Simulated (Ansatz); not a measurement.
The system is BaTiO3.

```
Ba Ti O
1.0
     4.00600    0.00000    0.00000
     0.00000    4.00600    0.00000
     0.00000    0.00000    4.00600
Ba Ti O
1 1 3
Direct
  0.50000 0.50000 0.50000
  0.00000 0.00000 0.00000
  0.00000 0.00000 0.50000
  0.00000 0.50000 0.00000
  0.50000 0.00000 0.00000
```

Base run:

- Program: Ansatz 0.2.0
- Functional: PBE
- Potentials or basis: all-electron LAPW, scalar-relativistic
- Cutoff: 387 eV
- Density cutoff: 1548 eV
- Basis error allowed: 0.001 eV/atom
- k mesh: 7 × 7 × 7
- Occupations: fermi-dirac, width 0.05 eV
- Spin: no spin polarisation

Its results: band gap on the k mesh 1.86 eV, indirect (least direct gap 1.91 eV); pressure 1.7 GPa.

Problem. The run is repeated on the same cell with these changes: functional from PBE to PBEsol. What comes out?

Solution. Band gap on the k mesh 1.82 eV, indirect (least direct gap 1.86 eV); pressure -4.6 GPa.

PBEsol binds more tightly than PBE, so the same cell stands under less pressure.

Caveats: spin-orbit coupling is left out, which moves the levels of the heavy elements; an odd mesh through Γ misses points on the zone boundary, where band edges often lie.

Not every run made on this cell is shown here.
